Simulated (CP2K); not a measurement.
# Ru (P6_3/mmc) in CP2K: reference runs

Aim: a first look at Ru with PBE, on the cell as given and on a disturbed one.

Everything below comes from runs of CP2K 2026.2. Logs are shortened: lines on timing, memory, paths and dates and some standing lists are left out, and cuts for length are marked.

## (1) Starting point

It takes space group P6_3/mmc (No. 194, hexagonal). Conventional cell: a = 2.706 Å, b = 2.706 Å, c = 4.282 Å, α = 90.00°, β = 90.00°, γ = 120.00°. Ru (site symmetry -6m2) is surrounded by 12 Ru at 2.65 to 2.71 Å.

## (2) Single point, PBE

Contents of ru_scf.inp:

```
&GLOBAL
  PROJECT ru_scf
  RUN_TYPE ENERGY_FORCE
  PRINT_LEVEL LOW
&END GLOBAL
&FORCE_EVAL
  METHOD QS
  STRESS_TENSOR ANALYTICAL
  &DFT
    BASIS_SET_FILE_NAME BASIS_MOLOPT_UZH
    POTENTIAL_FILE_NAME POTENTIAL_UZH
    &MGRID
      CUTOFF 450
      REL_CUTOFF 60
      NGRIDS 4
    &END MGRID
    &QS
      METHOD GPW
      EPS_DEFAULT 1.0E-10
    &END QS
    &KPOINTS
      SCHEME MONKHORST-PACK 11 11 6
      GAMMA_CENTERED T
      SYMMETRY T
      SYMMETRY_BACKEND SPGLIB
    &END KPOINTS
    &SCF
      SCF_GUESS ATOMIC
      EPS_SCF 1.0E-6
      MAX_SCF 100
      ADDED_MOS 16
      CHOLESKY OFF
      EPS_EIGVAL 1.0E-7
      &DIAGONALIZATION ON
        ALGORITHM STANDARD
      &END DIAGONALIZATION
      &MIXING ON
        METHOD BROYDEN_MIXING
        ALPHA 0.4
        BETA 1.5
        NBUFFER 8
      &END MIXING
      &SMEAR ON
        METHOD FERMI_DIRAC
        ELECTRONIC_TEMPERATURE 580.23
      &END SMEAR
    &END SCF
    &XC
      &XC_FUNCTIONAL PBE
      &END XC_FUNCTIONAL
    &END XC
    &PRINT
      &KPOINTS ON
      &END KPOINTS
      &MULLIKEN ON
      &END MULLIKEN
      &MO ON
        ENERGIES T
        OCCUPATION_NUMBERS T
        &EACH
          QS_SCF 0
        &END EACH
        ADD_LAST NUMERIC
      &END MO
      &LOWDIN ON
      &END LOWDIN
      &HIRSHFELD ON
        SHAPE_FUNCTION DENSITY
      &END HIRSHFELD
    &END PRINT
  &END DFT
  &SUBSYS
    &CELL
      A 2.7058000000 0.0000000000 0.0000000000
      B -1.3529000000 2.3432915376 0.0000000000
      C 0.0000000000 0.0000000000 4.2819000000
      PERIODIC XYZ
    &END CELL
    &COORD
      Ru  1.3529000001 0.7810971791 3.2114250000
      Ru  -0.0000000001 1.5621943585 1.0704750000
    &END COORD
    &KIND Ru
      BASIS_SET TZVP-MOLOPT-PBE-GTH-q16
      POTENTIAL GTH-PBE-q16
    &END KIND
    &PRINT
      &ATOMIC_COORDINATES ON
      &END ATOMIC_COORDINATES
      &CELL ON
      &END CELL
    &END PRINT
  &END SUBSYS
  &PRINT
    &FORCES ON
    &END FORCES
    &STRESS_TENSOR ON
    &END STRESS_TENSOR
  &END PRINT
&END FORCE_EVAL
```

Potentials or basis: POTENTIAL_UZH Ru GTH-PBE-q16; TZVP-MOLOPT-PBE-GTH basis.

Command:

```sh
$ OMP_NUM_THREADS=1 cp2k.psmp -i ru_scf.inp -o ru_scf.out
```

ru_scf.out:

```text

 CP2K| version string:                                       CP2K version 2026.2
 CP2K| Input file name                                                ru_scf.inp

 GLOBAL| Force Environment number                                              1
 GLOBAL| Basis set file name                                    BASIS_MOLOPT_UZH
 GLOBAL| Potential file name                                       POTENTIAL_UZH
 GLOBAL| MM Potential file name                                     MM_POTENTIAL
 GLOBAL| Coordinate file name                                      __STD_INPUT__
 GLOBAL| Method name                                                        CP2K
 GLOBAL| Project name                                                     ru_scf
 GLOBAL| Run type                                                   ENERGY_FORCE
 GLOBAL| FFT library                                                       FFTW3
[... 8 lines left out ...]
 GLOBAL| CPU model name                                                  UNKNOWN

 CELL| Volume [angstrom^3]:                                            27.149294
 CELL| Vector a [angstrom]:       2.706     0.000     0.000   |a| =     2.705800
 CELL| Vector b [angstrom]:      -1.353     2.343     0.000   |b| =     2.705800
 CELL| Vector c [angstrom]:       0.000     0.000     4.282   |c| =     4.281900
 CELL| Angle (b,c), alpha [degree]:                                    90.000000
 CELL| Angle (a,c), beta  [degree]:                                    90.000000
 CELL| Angle (a,b), gamma [degree]:                                   120.000000
 CELL| Numerically orthorhombic:                                              NO
 CELL| Periodicity                                                           XYZ

 CELL_REF| Volume [angstrom^3]:                                        27.149294
 CELL_REF| Vector a [angstrom     2.706     0.000     0.000   |a| =     2.705800
 CELL_REF| Vector b [angstrom    -1.353     2.343     0.000   |b| =     2.705800
 CELL_REF| Vector c [angstrom     0.000     0.000     4.282   |c| =     4.281900
 CELL_REF| Angle (b,c), alpha [degree]:                                90.000000
 CELL_REF| Angle (a,c), beta  [degree]:                                90.000000
 CELL_REF| Angle (a,b), gamma [degree]:                               120.000000
 CELL_REF| Numerically orthorhombic:                                          NO
 CELL_REF| Periodicity                                                       XYZ

[... 8 lines left out ...]
 TOTAL NUMBERS AND MAXIMUM NUMBERS

  Total number of            - Atomic kinds:                                   1
                             - Atoms:                                          2
                             - Shell sets:                                     2
                             - Shells:                                        22
                             - Primitive Cartesian functions:                 14
                             - Cartesian basis functions:                     82
                             - Spherical basis functions:                     70

  Maximum angular momentum of- Orbital basis functions:                        3
                             - Local part of the GTH pseudopotential:          2
                             - Non-local part of the GTH pseudopotential:      4

 MODULE QUICKSTEP: ATOMIC COORDINATES IN ANGSTROM

   Atom Kind Element         X             Y             Z       Z(eff)     Mass
      1    1 Ru   44      1.352900      0.781097      3.211425  16.0000 101.0700
      2    1 Ru   44     -0.000000      1.562194      1.070475  16.0000 101.0700

 SCF PARAMETERS         Density guess:                                    ATOMIC
                        --------------------------------------------------------
                        max_scf:                                             100
                        max_scf_history:                                       0
                        max_diis:                                              4
[... 5 lines left out ...]
                        --------------------------------------------------------
                        level_shift [a.u.]:                             0.000000
                        added MOs                                        16    0
                        --------------------------------------------------------
                        Mixing method:                            BROYDEN_MIXING
[... 11 lines left out ...]
 *******************************************************************************
 BRILLOUIN| K-point scheme                                        Monkhorst-Pack
 BRILLOUIN| K-Point grid                                            11   11    6
 BRILLOUIN| Gamma-centered k-point mesh                                     ON
 BRILLOUIN| K-point symmetry accuracy                               0.100000E-05
 BRILLOUIN| K-Point point group symmetrization                                ON
 BRILLOUIN| Symmetry backend                                             SPGLIB
 BRILLOUIN| Symmetry reduction method                                    SPGLIB
 BRILLOUIN| Wavefunction type                                            COMPLEX
 BRILLOUIN| List of Kpoints [2 Pi/Bohr]                                       64
 BRILLOUIN| Number           Weight            X              Y              Z
 BRILLOUIN|     1           0.01653       -0.45455       -0.45455       -0.33333
 BRILLOUIN|     2           0.01653       -0.45455       -0.45455       -0.16667
 BRILLOUIN|     3           0.00826       -0.45455       -0.45455        0.00000
 BRILLOUIN|     4           0.00826       -0.45455       -0.45455        0.50000
 BRILLOUIN|     5           0.03306       -0.45455       -0.36364       -0.33333
 BRILLOUIN|     6           0.03306       -0.45455       -0.36364       -0.16667
[... 32 lines left out ...]
 BRILLOUIN|    39           0.00826       -0.36364        0.18182        0.00000
 BRILLOUIN|    40           0.00826       -0.36364        0.18182        0.50000
 [... further k-points ...]
 *******************************************************************************

 Extrapolation method: initial_guess

 Number of electrons:                                                         32
 Number of occupied orbitals:                                                 16
 Number of molecular orbitals:                                                32

 Number of orbital functions:                                                 70
 Number of independent orbital functions:                                     70

 SCF WAVEFUNCTION OPTIMIZATION

  Step     Update method      Time    Convergence         Total energy    Change
  ------------------------------------------------------------------------------
     1 NoMix/Diag. 0.40E+00   10.0     0.78883881      -189.2298922482 -1.89E+02
     2 Broy./Diag. 0.40E+00    8.7     0.05730636      -191.1834768186 -1.95E+00
     3 Broy./Diag. 0.40E+00    8.7     0.06124016      -189.4778171585  1.71E+00
     4 Broy./Diag. 0.40E+00    8.3     0.01648837      -188.3511655632  1.13E+00
     5 Broy./Diag. 0.40E+00    8.2     0.00452596      -188.4232459768 -7.21E-02
     6 Broy./Diag. 0.40E+00    8.2     0.00104011      -188.4055442423  1.77E-02
     7 Broy./Diag. 0.40E+00    8.5     0.00014107      -188.4073582016 -1.81E-03
     8 Broy./Diag. 0.40E+00    8.5     0.00009084      -188.4047816566  2.58E-03
     9 Broy./Diag. 0.40E+00    8.5     0.00003041      -188.4049106283 -1.29E-04
    10 Broy./Diag. 0.40E+00    8.5     0.00000869      -188.4047289906  1.82E-04
    11 Broy./Diag. 0.40E+00    8.5     0.00000083      -188.4047486780 -1.97E-05

  *** SCF run converged in    11 steps ***

  Electronic density on regular grids:        -31.9999999999        0.0000000001
  Core density on regular grids:               31.9999999987       -0.0000000013
  Total charge density on r-space grids:       -0.0000000012
  Total charge density g-space grids:          -0.0000000012

  Overlap energy of the core charge distribution:               0.00000000000002
  Self energy of the core charge distribution:               -343.04298957325472
  Core Hamiltonian energy:                                     80.43749620158518
  Hartree energy:                                              94.37759233449513
  Exchange-correlation energy:                                -20.17623719396448
  Electronic entropic energy:                                  -0.00061044694387
  Fermi energy:                                                 0.68660737842066

  Total energy:                                              -188.40474867799654
  Total energy (extrapolated to T->0):                       -188.40444345452460

 MO| EIGENVALUES AND OCCUPATION NUMBERS FOR K POINT 1
 MO|
 MO|  Index      Eigenvalue [a.u.]        Eigenvalue [eV]             Occupation
 MO|      1              -1.989215             -54.129305               2.000000
 MO|      2              -1.987998             -54.096176               2.000000
 MO|      3              -0.911645             -24.807113               2.000000
 MO|      4              -0.907545             -24.695548               2.000000
 MO|      5              -0.889716             -24.210409               2.000000
 MO|      6              -0.884631             -24.072028               2.000000
[... 24 lines left out ...]
 MO|     31               1.800813              49.002614               0.000000
 MO|     32               1.860147              50.617182               0.000000
 MO| Sum:                                                              29.882613
 MO| E(Fermi):            0.686607 a.u.         18.683537 eV

 MO| EIGENVALUES AND OCCUPATION NUMBERS FOR K POINT 2
 MO|
 MO|  Index      Eigenvalue [a.u.]        Eigenvalue [eV]             Occupation
 MO|      1              -1.989661             -54.141437               2.000000
 MO|      2              -1.987552             -54.084044               2.000000
 MO|      3              -0.909679             -24.753617               2.000000
 MO|      4              -0.902907             -24.569343               2.000000
 MO|      5              -0.893667             -24.317907               2.000000
 MO|      6              -0.888457             -24.176155               2.000000
[... 447 lines left out ...]
 MO| EIGENVALUES AND OCCUPATION NUMBERS FOR K POINT 14
 MO|
 MO|  Index      Eigenvalue [a.u.]        Eigenvalue [eV]             Occupation
 MO|      1              -1.990014             -54.151044               2.000000
 MO|      2              -1.987533             -54.083517               2.000000
 MO|      3              -0.910011             -24.762666               2.000000
 MO|      4              -0.902981             -24.571374               2.000000
 MO|      5              -0.893893             -24.324077               2.000000
 MO|      6              -0.887654             -24.154299               2.000000
[... 24 lines left out ...]
 MO|     31               1.831820              49.846360               0.000000
 MO|     32               1.863252              50.701655               0.000000
 MO| Sum:                                                              29.956338
 MO| E(Fermi):            0.686607 a.u.         18.683537 eV

 [... the levels of further k-points ...]

 !-----------------------------------------------------------------------------!
                     Mulliken Population Analysis

 #  Atom  Element  Kind  Atomic population                           Net charge
       1     Ru       1         16.000000                             -0.000000
       2     Ru       1         16.000000                              0.000000
 # Total charge                             32.000000                  0.000000

 !-----------------------------------------------------------------------------!

 !-----------------------------------------------------------------------------!
                           Hirshfeld Charges

  #Atom  Element  Kind  Ref Charge     Population                    Net charge
      1       Ru     1      16.000         16.000                        -0.000
      2       Ru     1      16.000         16.000                        -0.000

  Total Charge                                                           -0.000
 !-----------------------------------------------------------------------------!

 LOWDIN POPULATION ANALYSIS

 #  Atom  Element  Kind  Atomic population                           Net charge
       1     Ru       1         16.000000                              0.000000
       2     Ru       1         16.000000                             -0.000000
 # Total charge                             32.000000                  0.000000

 ENERGY| Total FORCE_EVAL ( QS ) energy [hartree]           -188.404738037589709

 FORCES| Atomic forces [hartree/bohr]
 FORCES|   Atom     x               y               z               |f|
 FORCES|      1  1.89391684E-08 -8.41350717E-09 -1.09966158E-10   2.07241717E-08
 FORCES|      2 -1.89393108E-08  8.41340481E-09  1.09921175E-10   2.07242601E-08
 FORCES| Sum    -1.42444103E-13 -1.02359772E-13 -4.49834580E-14
 FORCES| Total atomic force                                       1.81083839E-13

 STRESS| Analytical stress tensor [bar]
 STRESS|                        x                   y                   z
 STRESS|      x        7.41363736851E+04   3.17925323944E-01  -1.05974351319E-07
 STRESS|      y        3.17925323944E-01   7.41367832451E+04  -1.36892169648E-07
 STRESS|      z       -1.05974351319E-07  -1.36892169648E-07   7.39425036502E+04
 STRESS| 1/3 Trace                                             7.40718868601E+04
 STRESS| Determinant                                           4.06405174418E+14

 STRESS| Eigenvectors and eigenvalues of the analytical stress tensor [bar]
 STRESS|                        1                   2                   3
 STRESS| Eigenvalues   7.39425036502E+04   7.41362002967E+04   7.41369566335E+04
 STRESS|      x           0.000000000545      0.877925032925      0.478798116708
 STRESS|      y           0.000000000704     -0.478798116708      0.877925032925
 STRESS|      z           1.000000000000     -0.000000000142     -0.000000000879
```

Wall time 2 min (1 thread of Arm Neoverse V1, shared host); peak memory 0.38 GiB.

What came out:

- Free energy: -5126.7536 eV
- Pressure: 7.4 GPa
- Band gap on the k mesh: none (metal or under the smearing width)

Caveat: the basis of atomic orbitals isn't converged, which shifts pressures, moduli and gaps.

## (3) Single point, PBE (atoms moved at random, drawn with an rms of 0.05 Å)

Edit ru_scf.inp of step 2 so:

```diff
@@ -14,3 +14,3 @@
       REL_CUTOFF 60
-      NGRIDS 4
+      NGRIDS 5
     &END MGRID
@@ -44,3 +44,3 @@
         METHOD FERMI_DIRAC
-        ELECTRONIC_TEMPERATURE 580.23
+        ELECTRONIC_TEMPERATURE [K] 580.226
       &END SMEAR
@@ -73,5 +73,4 @@
     &CELL
-      A 2.7058000000 0.0000000000 0.0000000000
-      B -1.3529000000 2.3432915376 0.0000000000
-      C 0.0000000000 0.0000000000 4.2819000000
+      ABC 2.7058000000 2.7058000000 4.2819000000
+      ALPHA_BETA_GAMMA 90.0000000000 90.0000000000 119.9999999996
       PERIODIC XYZ
@@ -79,4 +78,5 @@
     &COORD
-      Ru  1.3529000001 0.7810971791 3.2114250000
-      Ru  -0.0000000001 1.5621943585 1.0704750000
+      SCALED
+      Ru  0.6723620000 0.3438460000 0.7451840000
+      Ru  0.3215740000 0.6804310000 0.2436670000
     &END COORD
```

Potentials or basis: POTENTIAL_UZH Ru GTH-PBE-q16; TZVP-MOLOPT-PBE-GTH basis.

Command:

```sh
$ OMP_NUM_THREADS=1 cp2k.psmp -i ru_scf.inp -o ru_scf.out
```

Run time: 3 min. Hardware: 1 thread of Arm Neoverse V1, shared host; peak memory 0.49 GiB.

The run converged. Its results:

```yaml
Free_energy: -5126.7441 eV
Pressure: 7.5 GPa
Largest_force: 0.360 eV/Å
Band_gap_on_the_k_mesh: none (metal or under the smearing width)
```

Forces in eV/Å, atoms in the order of the input:
```
Ru  -0.346  0.050 -0.087
Ru   0.345 -0.050  0.088
```

Stress tensor (GPa, compression positive):
```
 7.22  1.10  0.05
 1.10  7.63 -0.01
 0.05 -0.01  7.79
```

Levels at points of the mesh, in eV from the Fermi level:
```csv
k point,band 12,band 13,band 14,band 15,band 16,band 17,band 18,band 19,band 20,band 21
"(0.00, 0.00, 0.00)",-2.52,-2.43,-1.90,-1.80,-1.50,-1.17,1.09,1.34,1.45,10.46
"(0.00, 0.00, 0.50)",-2.75,-2.71,-2.69,-2.68,-2.65,0.54,0.57,0.67,0.69,15.96
```

Caveat: the basis of atomic orbitals isn't converged, which shifts pressures, moduli and gaps.
